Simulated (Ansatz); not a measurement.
Crystal: Ir.

```
CELL_PARAMETERS angstrom
2.75138 0.00000 0.00000
-1.37569 2.38276 0.00000
0.00000 0.00000 4.46229
ATOMIC_POSITIONS crystal
Ir 0.33333 0.66667 0.25000
Ir 0.66667 0.33333 0.75000
```

This isn't the form of Ir at room conditions, which is fcc.

Base run:

* Program: Ansatz 0.2.0
* Functional: PBEsol
* Potentials or basis: all-electron LAPW, relativistic spinors
* Cutoff: 277 eV
* Density cutoff: 1107 eV
* Basis error allowed: 0.001 eV/atom
* k mesh: 8 × 8 × 4
* Occupations: fermi-dirac, width 0.05 eV
* Spin: spin-orbit coupling, no magnetisation

Its results: pressure -11.4 GPa.

Problem. The run is repeated on the same cell with these changes: functional from PBEsol to LDA; k mesh from 8 × 8 × 4 to 8 × 8 × 5. What comes out?

Solution. Pressure -16.4 GPa.

Several settings changed at once, so the effect can't be laid on one alone.

Caveats: the k mesh is thin for a metal, which can move the energy by tens of meV per atom.

Not every run made on this cell is shown here.
